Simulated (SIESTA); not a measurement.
# SnO2 under changes of volume

One of the cells (12.586 Å³/atom); the others are scaled copies at fixed shape and fractional positions:

```xyz
6
Lattice="4.7880 0.0000 0.0000 0.0000 4.8666 0.0000 0.0000 0.0000 3.2409" Properties=species:S:1:pos:R:3 pbc="T T T"
Sn    0.0000    0.0000    0.0000
Sn    2.3940    2.4333    1.6204
O     3.3906    3.3042    0.0000
O     0.9966    3.9957    1.6204
O     3.7914    0.8709    1.6204
O     1.3974    1.5624    0.0000
```

The cell is a database's computed one.

| Property | Result |
| --- | --- |
| Program | SIESTA 5.4.2 |
| Functional | PBEsol |
| Potentials or basis | PseudoDojo 0.4 standard (PBEsol files) |
| Basis | DZP (energy shift 0.003 Ry; two zetas on semicore shells) |
| Grid cutoff | 800 Ry |
| Energy shift | 0.003 Ry |
| k mesh | 4 × 4 × 6 |
| Occupations | fermi-dirac, width 0.05 eV |
| Spin | no spin polarisation |

```csv
volume (Å³/atom),energy over the lowest point (meV/atom),pressure (GPa),gap on the mesh (eV),largest force (eV/Å)
11.831,?,?,?,?
12.083,9.98,7.4,0.90,0.080
12.334,1.75,3.1,0.71,0.009
12.586,0.00,-0.8,0.56,0.083
12.838,4.09,-4.3,0.46,0.153
13.090,13.19,-7.3,0.37,0.214
13.341,26.80,-10.0,0.30,0.275
```

Question: What does the run at 11.831 Å³/atom give?

Answer: Energy over the lowest point 25.51 meV/atom; pressure 12.5 GPa; gap on the mesh 1.12 eV; largest force 0.173 eV/Å.

Worked out: A Birch-Murnaghan fit of order 3 (a polynomial in V^(-2/3)) to the other rows has its minimum at 12.53 Å³/atom with B0 = V·E''(V) = 188 GPa and B' = 5.2 at fixed shape and positions, which overstates the stiffness. It gives 25.64 meV/atom at 11.831 Å³/atom, against the run's 25.51, and -dE/dV = 12.5 GPa, against 12.5. A parabola through the other rows of the gap, of slope -11 eV per unit of ln V there, extrapolates to 1.11 eV, against the run's 1.12.

Energies are extrapolated to zero smearing.

Caveats: spin-orbit coupling is left out, which moves the levels of the heavy elements; the basis of atomic orbitals isn't converged, which shifts pressures, moduli and gaps.
